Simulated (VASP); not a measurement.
# ZnS (Wurtzite-2H) (P6_3mc) in VASP: a series of runs

ZnS (Wurtzite-2H) is run at these levels: r2SCAN; tasks: single point.

Everything below comes from runs of VASP 6.6.1. Logs are shortened: lines on timing, memory, paths and dates and some standing lists are left out, and cuts for length are marked.

**Measured values to compare with.**

From a printed reference work, monograph, for a bulk crystal of ZnS at 4 K: band gap 3.911 eV (direct).

The runs below are set against these values where they give the same quantity.

### Step 1. The cell of the first run

Symmetry: P6_3mc, No. 186, hexagonal system. The conventional cell has a = 3.438 Å, b = 3.438 Å, c = 5.787 Å, α = 90.00°, β = 90.00°, γ = 120.00°. Within 2.8 Å of Zn (site symmetry 3m) lie 4 S at 2.12 to 2.13 Å. Within 2.8 Å of S (site symmetry 3m) lie 4 Zn at 2.12 to 2.13 Å.

### Step 2. Single point, r2SCAN

POSCAR reads:

```
ZnS
1.0
    3.4377918341      0.0000000000      0.0000000000
   -1.7188959170      2.9772150612      0.0000000000
    0.0000000000      0.0000000000      5.7865434042
Zn S
2 2
Direct
    0.3333333333      0.6666666667      0.0094179163
    0.6666666667      0.3333333333      0.5094179163
    0.3333333333      0.6666666667      0.3755820837
    0.6666666667      0.3333333333      0.8755820837
```

INCAR.step1 reads:

```
ALGO = Normal
EDIFF = 1E-4
ENCUT = 520
GGA = PE
ISMEAR = 0
LASPH = T
LCHARG = F
LREAL = F
LWAVE = T
NBANDS = 26
NELM = 80
PREC = Accurate
SIGMA = 0.01
```

INCAR.step2 reads:

```
ALGO = Normal
EDIFF = 1E-6
ENCUT = 520
ISIF = 2
ISMEAR = 0
ISTART = 1
LASPH = T
LCHARG = F
LMIXTAU = T
LREAL = F
LWAVE = F
METAGGA = R2SCAN
NBANDS = 26
NELM = 80
PREC = Accurate
SIGMA = 0.01
```

KPOINTS reads:

```
k-points
0
Gamma
  6 6 4
```

Potentials or basis: VASP PAW PBE potentials, release 64 (Zn, S).

Run with:

```
> cat potpaw_PBE.64/Zn/POTCAR potpaw_PBE.64/S/POTCAR > POTCAR
> cp INCAR.step1 INCAR
> mpirun -np 1 vasp_std > vasp.out
> cp INCAR.step2 INCAR
> mpirun -np 1 vasp_std > vasp.out
```

OUTCAR:

```text
EDIFF = 1E-6
   ENCUT = 520
   ISIF = 2
   ISMEAR = 0
   ISTART = 1
   LASPH = T
   LREAL = F
   METAGGA = R2SCAN
   NELM = 80
   PREC = Accurate

 ion  position               nearest neighbor table
   1  0.333  0.667  0.009-   3 2.12   4 2.13   4 2.13   4 2.13
   2  0.667  0.333  0.509-   4 2.12   3 2.13   3 2.13   3 2.13
   3  0.333  0.667  0.376-   1 2.12   2 2.13   2 2.13   2 2.13
   4  0.667  0.333  0.876-   2 2.12   1 2.13   1 2.13   1 2.13

  LATTYP: Found a hexagonal cell.
 ALAT       =     3.4377918341
 C/A-ratio  =     1.6832151810

  Lattice vectors:

 A1 = (   3.4377918341,   0.0000000000,   0.0000000000)
 A2 = (  -1.7188959170,   2.9772150612,   0.0000000000)
 A3 = (   0.0000000000,   0.0000000000,   5.7865434042)

Analysis of symmetry for initial positions (statically):
=====================================================================
 Subroutine PRICEL returns:
 Original cell was already a primitive cell.

 Routine SETGRP: Setting up the symmetry group for a
 hexagonal supercell.

 Subroutine GETGRP returns: Found 12 space group operations
 (whereof  6 operations were pure point group operations)
 out of a pool of 24 trial point group operations.

The static configuration has the point symmetry C_3v.
 The point group associated with its full space group is C_6v.

Analysis of symmetry for dynamics (positions and initial velocities):
=====================================================================
 Subroutine PRICEL returns:
 Original cell was already a primitive cell.

 Routine SETGRP: Setting up the symmetry group for a
 hexagonal supercell.

 Subroutine GETGRP returns: Found 12 space group operations
 (whereof  6 operations were pure point group operations)
 out of a pool of 24 trial point group operations.

The dynamic configuration has the point symmetry C_3v.
 The point group associated with its full space group is C_6v.

 Subroutine INISYM returns: Found 12 space group operations
 (whereof  6 operations are pure point group operations),
 and found     1 'primitive' translations

----------------------------------------------------------------------------------------

                                     Primitive cell

  volume of cell :      59.2255

  direct lattice vectors                    reciprocal lattice vectors
     3.437791834  0.000000000  0.000000000     0.290884396  0.167942184  0.000000000
    -1.718895917  2.977215061  0.000000000     0.000000000  0.335884368  0.000000000
     0.000000000  0.000000000  5.786543404     0.000000000  0.000000000  0.172814741

  length of vectors
     3.437791834  3.437791834  5.786543404     0.335884368  0.335884368  0.172814741

  position of ions in fractional coordinates (direct lattice)
     0.333333333  0.666666667  0.009417916
     0.666666667  0.333333333  0.509417916
     0.333333333  0.666666667  0.375582084
     0.666666667  0.333333333  0.875582084

  ion indices of the primitive-cell ions
   primitive index   ion index
                 1           1
                 2           2
                 3           3
                 4           4

----------------------------------------------------------------------------------------

 KPOINTS: k-points

Automatic generation of k-mesh.
 Grid dimensions read from file:
 generate k-points for:    6    6    4

 Generating k-lattice:

  Cartesian coordinates                     Fractional coordinates (reciprocal lattice)
     0.048480733  0.027990364  0.000000000     0.166666667 -0.000000000  0.000000000
     0.000000000  0.055980728  0.000000000     0.000000000  0.166666667  0.000000000
     0.000000000  0.000000000  0.043203685     0.000000000  0.000000000  0.250000000

  Length of vectors
     0.055980728  0.055980728  0.043203685

  Shift w.r.t. Gamma in fractional coordinates (k-lattice)
     0.000000000  0.000000000  0.000000000

 Subroutine IBZKPT returns following result:
 ===========================================

 Found     21 irreducible k-points:

 Following reciprocal coordinates:
            Coordinates               Weight
  0.000000  0.000000  0.000000      1.000000
  0.166667 -0.000000  0.000000      6.000000
  0.333333 -0.000000  0.000000      6.000000
  0.500000 -0.000000  0.000000      3.000000
  0.166667  0.166667  0.000000      6.000000
  0.333333  0.166667  0.000000     12.000000
[... 13 lines left out ...]
  0.333333  0.166667  0.500000     12.000000
  0.333333  0.333333  0.500000      2.000000
   k-points           NKPTS =     21   k-points in BZ     NKDIM =     21   number of bands    NBANDS=     26
   number of dos      NEDOS =    301   number of ions     NIONS =      4
   total plane-waves  NPLWV =  37632
   dimension x,y,z NGX =    28 NGY =   28 NGZ =   48
   dimension x,y,z NGXF=    56 NGYF=   56 NGZF=   96
   ions per type =               2   2
   NGX,Y,Z   is equivalent  to a cutoff of  13.54, 13.54, 13.79 a.u.
   NGXF,Y,Z  is equivalent  to a cutoff of  27.08, 27.08, 27.58 a.u.
 SYSTEM =  unknown system
   PREC   = accura    normal or accurate (medium, high low for compatibility)
   ISTART =      1    job   : 0-new  1-cont  2-samecut
   ICHARG =      0    charge: 1-file 2-atom 10-const
   ISPIN  =      1    spin polarized calculation?
   LNONCOLLINEAR =      F non collinear calculations
   LSORBIT =      F    spin-orbit coupling
   LASPH  =      T    aspherical Exc in radial PAW
   ENCUT  =  520.0 eV  38.22 Ry    6.18 a.u.   6.39  6.39 10.76*2*pi/ulx,y,z
   NELM   =     80;   NELMIN=  2; NELMDL=  0     # of ELM steps
   EDIFF  = 0.1E-05   stopping-criterion for ELM
   LREAL  =      F    real-space projection
   EDIFFG = 0.1E-04   stopping-criterion for IOM
   NSW    =      0    number of steps for IOM
   IBRION =     -1    ionic relax: 0-MD 1-quasi-New 2-CG
   NFREE  =      0    steps in history (QN), initial steepest desc. (CG)
   ISIF   =      2    stress and relaxation
   ISYM   =      2    0-nonsym 1-usesym 2-fastsym
   POTIM  = 0.5000    time-step for ionic-motion
   TEBEG  =    0.0;   TEEND  =   0.0 temperature during run
   PSTRESS=    0.0 pullay stress
   NELECT =      36.0000    total number of electrons
   NUPDOWN=      -1.0000    fix difference up-down
   EMIN   =  10.00;   EMAX   =-10.00  energy-range for DOS
   EFERMI =   0.00;   METHOD = LEGACY
   ISMEAR =     0;   SIGMA  =   0.01  broadening in eV -4-tet -1-fermi 0-gaus
   EFERMI_NEDOS =   21; number of points for ismear=-14 and -15
   IALGO  =     38    algorithm
   IMIX   =      4    mixing-type and parameters
     AMIX     =   0.40;   BMIX     =  1.00
     AMIX_MAG =   1.60;   BMIX_MAG =  1.00
  volume/ion in A,a.u.               =      14.81        99.92
  Fermi-wavevector in a.u.,A,eV,Ry     =   1.386775  2.620625 26.165974  1.923145
  Thomas-Fermi vector in A             =   2.511059
   LORBIT       =      0    0 simple, 1 ext, 2 COOP (PROOUT), +10 PAW based schemes
   METAGGA = R2SCAN    functional components
   LHFCALC =     F    Hartree Fock is set to
   AEXX    =    0.0000 exact exchange contribution
   IVDW    =     0    specifies the selected vdW correction
   LEPSILON=     F    determine dielectric tensor
   LRPA    =     F    only Hartree local field effects (RPA)
 non-spin polarized calculation
 Gauss-broadening in eV      SIGMA  =   0.01
  energy-cutoff  :      520.00
  volume of cell :       59.23
 maximum number of plane-waves:      1629
 NGX is ok and might be reduce to    28
   NGX = 13   NGY = 13   NGZ = 21

 number of electron      35.9999998 magnetization

 Free energy of the ion-electron system (eV)
  ---------------------------------------------------
  ext. energy  EPLUGINS =         0.00000000
  ---------------------------------------------------
  free energy    TOTEN  =       -35.84140800 eV

  energy without entropy =      -35.84140800  energy(sigma->0) =      -35.84140800

 E-fermi :   5.1852     XC(G=0): -11.8241

 val. band max:        5.1332268667   @ k =   0.0000   0.0000   0.0000
 cond. band min:       8.3136001522   @ k =   0.3333   0.3333   0.0000
 fundamental gap:      3.1803732856
 Fermi energy:         5.1851898678

 k-point     1 :       0.0000    0.0000    0.0000
  band No.  band energies     occupation
      1     -11.1799      2.00000
      2      -9.6540      2.00000
      3      -3.1842      2.00000
      4      -3.0648      2.00000
      5      -3.0647      2.00000
      6      -2.9061      2.00000
[... 18 lines left out ...]
     25      13.3447      0.00000
     26      15.6124      0.00000

 k-point     2 :       0.1667   -0.0000    0.0000
  band No.  band energies     occupation
      1     -10.8809      2.00000
      2      -9.4741      2.00000
      3      -3.1432      2.00000
      4      -3.1148      2.00000
      5      -3.0124      2.00000
      6      -2.9056      2.00000
[... 18 lines left out ...]
     25      13.8908      0.00000
     26      14.5079      0.00000

 k-point     3 :       0.3333   -0.0000    0.0000
  band No.  band energies     occupation
      1     -10.1358      2.00000
      2      -9.1323      2.00000
      3      -3.2667      2.00000
      4      -3.0481      2.00000
      5      -2.9412      2.00000
      6      -2.7590      2.00000
[... 18 lines left out ...]
     25      14.9663      0.00000
     26      16.9836      0.00000

 k-point     4 :       0.5000   -0.0000    0.0000
  band No.  band energies     occupation
      1      -9.5897      2.00000
      2      -9.0487      2.00000
      3      -3.2409      2.00000
      4      -3.0376      2.00000
      5      -2.9247      2.00000
      6      -2.7861      2.00000
[... 18 lines left out ...]
     25      15.2821      0.00000
     26      18.2582      0.00000

 k-point     5 :       0.1667    0.1667    0.0000
  band No.  band energies     occupation
      1     -10.3523      2.00000
      2      -9.2104      2.00000
      3      -3.1546      2.00000
      4      -3.0667      2.00000
      5      -3.0051      2.00000
      6      -2.8338      2.00000
[... 18 lines left out ...]
     25      14.0052      0.00000
     26      15.2972      0.00000

 k-point     6 :       0.3333    0.1667    0.0000
  band No.  band energies     occupation
      1      -9.6251      2.00000
      2      -9.0327      2.00000
      3      -3.1786      2.00000
      4      -2.9444      2.00000
      5      -2.9003      2.00000
      6      -2.6442      2.00000
[... 340 lines left out ...]
 k-point    18 :       0.5000   -0.0000    0.5000
  band No.  band energies     occupation
      1      -9.3000      2.00000
      2      -9.3000      2.00000
      3      -3.3711      2.00000
      4      -3.3711      2.00000
      5      -2.7355      2.00000
      6      -2.7355      2.00000
[... 18 lines left out ...]
     25      16.0774      0.00000
     26      16.0774      0.00000

 k-point    19 :       0.1667    0.1667    0.5000
  band No.  band energies     occupation
      1      -9.8202      2.00000
      2      -9.8202      2.00000
      3      -3.2882      2.00000
      4      -3.2882      2.00000
      5      -2.8979      2.00000
      6      -2.8979      2.00000
[... 18 lines left out ...]
     25      14.1862      0.00000
     26      14.1862      0.00000

 k-point    20 :       0.3333    0.1667    0.5000
  band No.  band energies     occupation
      1      -9.3138      2.00000
      2      -9.3138      2.00000
      3      -3.2514      2.00000
      4      -3.2514      2.00000
      5      -2.8200      2.00000
      6      -2.8200      2.00000
[... 18 lines left out ...]
     25      15.7568      0.00000
     26      15.7568      0.00000

 k-point    21 :       0.3333    0.3333    0.5000
  band No.  band energies     occupation
      1      -9.1367      2.00000
      2      -9.1367      2.00000
      3      -3.0550      2.00000
      4      -3.0550      2.00000
      5      -2.9343      2.00000
      6      -2.9343      2.00000
[... 18 lines left out ...]
     25      15.5125      0.00000
     26      15.5125      0.00000

------------------------ aborting loop because EDIFF is reached ----------------------------------------

  FORCE on cell =-STRESS in cart. coord.  units (eV):
  Direction    XX          YY          ZZ          XY          YZ          ZX
  --------------------------------------------------------------------------------------
  -------------------------------------------------------------------------------------
  Total       14.8995895     14.8995895     14.9134093      0.0000000      0.0000000      0.0000000
  in kB      403.0657416    403.0657416    403.4395966      0.0000000      0.0000000      0.0000000
  external PRESSURE =     403.1903599 kB  Pullay stress =       0.0000000 kB

 VOLUME and BASIS-vectors are now :
 -----------------------------------------------------------------------------
  energy-cutoff  :      520.00
  volume of cell :       59.23
      direct lattice vectors                 reciprocal lattice vectors
     3.437791834  0.000000000  0.000000000     0.290884396  0.167942184  0.000000000
    -1.718895917  2.977215061  0.000000000     0.000000000  0.335884368  0.000000000
     0.000000000  0.000000000  5.786543404     0.000000000  0.000000000  0.172814741

 POSITION                                       TOTAL-FORCE (eV/Angst)
 -----------------------------------------------------------------------------------
     -0.00000      1.98481      0.05450        -0.000000     -0.000000      0.001482
      1.71890      0.99241      2.94777         0.000000     -0.000000      0.001482
     -0.00000      1.98481      2.17332        -0.000000     -0.000000     -0.001482
      1.71890      0.99241      5.06659        -0.000000      0.000000     -0.001482
 -----------------------------------------------------------------------------------
    total drift:                                0.000000      0.000001      0.020601

  FREE ENERGIE OF THE ION-ELECTRON SYSTEM (eV)
  ---------------------------------------------------
  free  energy   TOTEN  =       -35.8414079975 eV

  energy  without entropy=      -35.8414079975  energy(sigma->0) =      -35.84140800
```

Run time: 2.1 min. Hardware: 1 thread of Intel Xeon 6975P-C, shared host; peak memory 0.21 GiB.

What came out:

| Item | Value |
| --- | --- |
| Free energy | -35.8414 eV |
| Pressure | 40.3 GPa |
| Band gap on the k mesh | 3.18 eV, indirect (least direct gap 4.04 eV) |

Caveat: the PAW data sets were made with another functional, which shifts forces and pressure a little.

(Continued in part 2 of 2.)
